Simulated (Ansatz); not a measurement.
Computed with DFT PBE, scalar-relativistic, plane waves, PAW (Ansatz).

Levels along Γ–M–K–Γ–A–L–H–A | L–M | H–K, in eV from a zero inside the gap, sorted by energy at each point. Points in fractions of the primitive reciprocal vectors: Γ (0.000 0.000 0.000), M (0.500 0.000 0.000), K (0.333 0.333 0.000), A (0.000 0.000 0.500), L (0.500 0.000 0.500), H (0.333 0.333 0.500).
| point | k (1/Å, with 2π) | band 23 | band 24 | band 25 | band 26 | band 27 | band 28 | band 29 |
| --- | --- | --- | --- | --- | --- | --- | --- | --- |
| Γ | 0.000 | -1.25 | -0.59 | -0.56 | -0.56 | 0.56 | 2.18 | 5.91 |
| - | 0.432 | -2.42 | -1.80 | -1.01 | -0.91 | 2.31 | 3.38 | 4.93 |
| M | 0.864 | -3.00 | -2.28 | -1.74 | -1.25 | 3.06 | 3.32 | 4.57 |
| - | 1.114 | -3.04 | -2.56 | -1.87 | -1.68 | 3.64 | 4.06 | 4.44 |
| K | 1.363 | -3.41 | -2.25 | -2.25 | -2.07 | 4.20 | 4.37 | 4.37 |
| - | 1.862 | -2.82 | -2.09 | -1.18 | -1.11 | 2.72 | 3.86 | 5.01 |
| Γ | 2.361 | -1.25 | -0.59 | -0.56 | -0.56 | 0.56 | 2.18 | 5.91 |
| - | 2.591 | -1.15 | -1.15 | -0.66 | -0.66 | 1.43 | 2.24 | 5.72 |
| A | 2.821 | -0.91 | -0.91 | -0.91 | -0.91 | 2.20 | 2.20 | 5.56 |
| - | 3.254 | -1.78 | -1.78 | -1.38 | -1.38 | 3.17 | 3.17 | 4.82 |
| L | 3.686 | -1.79 | -1.79 | -1.78 | -1.78 | 2.90 | 2.90 | 4.79 |
| - | 3.935 | -2.37 | -2.37 | -1.63 | -1.63 | 3.40 | 3.40 | 5.11 |
| H | 4.185 | -2.79 | -2.79 | -1.58 | -1.58 | 3.75 | 3.75 | 5.55 |
| - | 4.684 | -1.80 | -1.80 | -1.65 | -1.65 | 3.47 | 3.47 | 4.83 |
| A | 5.183 | -0.91 | -0.91 | -0.91 | -0.91 | 2.20 | 2.20 | 5.56 |
| L | 5.183 | -1.79 | -1.79 | -1.78 | -1.78 | 2.90 | 2.90 | 4.79 |
| - | 5.413 | -2.54 | -2.14 | -1.57 | -1.42 | 2.73 | 3.33 | 4.96 |
| M | 5.643 | -3.00 | -2.28 | -1.74 | -1.25 | 3.06 | 3.32 | 4.57 |
| H | 5.643 | -2.79 | -2.79 | -1.58 | -1.58 | 3.75 | 3.75 | 5.55 |
| - | 5.873 | -3.23 | -2.30 | -1.91 | -1.91 | 4.09 | 4.09 | 4.61 |
| K | 6.103 | -3.41 | -2.25 | -2.25 | -2.07 | 4.20 | 4.37 | 4.37 |

The cell has space group P6_3mc, 4 atoms and 52 electrons in the valence of the PAW potentials, and holds 2 elements, among them Cd; it is relaxed at this level.

Cutoff 420 eV, k mesh 12×12×4. No spin polarisation.

Problem. Which material gives these bands?

Solution. CdS, conventional cell a = 4.197 Å, b = 4.197 Å, c = 6.828 Å, α = 90.00°, β = 90.00°, γ = 120.00°. Other compounds weren't ruled out.

It was relaxed from a cell as deposited in COD.
